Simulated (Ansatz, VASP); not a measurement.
## Two plane-wave programs on NbH3

```xyz
8
Lattice="4.9717 0.0000 0.0000 -2.4859 4.3056 0.0000 0.0000 0.0000 2.9095" Properties=species:S:1:pos:R:3 pbc="T T T"
Nb    0.0000    2.8704    0.7274
Nb    2.4859    1.4352    2.1821
H     1.1406    1.2593    0.7274
H    -0.5203    1.6175    2.1821
H     3.3108    0.3581    0.7274
H     1.3452    3.0463    2.1821
H     3.0062    2.6882    0.7274
H    -0.8249    3.9475    2.1821
```

Alike in both runs: functional PBE; k mesh 6 × 6 × 6; occupations gaussian, width 0.1 eV; no spin polarisation.

Ansatz relaxed the structure, and its values are those at the end. VASP's run is a single point on that final structure, the one shown.

|  | VASP | Ansatz |
| --- | --- | --- |
| version | VASP 6.6.1 | Ansatz 0.2.0 |
| potentials or method | VASP PAW PBE potentials, release 64 (Nb_sv, H) | scalar-relativistic, plane waves, PAW |
| plane-wave cutoff (eV) | 520 | 420 |
| valence electrons in the cell | 32 | 32 |

|  | VASP | Ansatz | Ansatz less VASP |
| --- | --- | --- | --- |
| gap on the k mesh at the Fermi level (eV) | none | none | - |
| pressure (GPa) | -0.5 | 0.0 | +0.45 |

A gap of «none» marks a metal or a gap that the smearing closes.
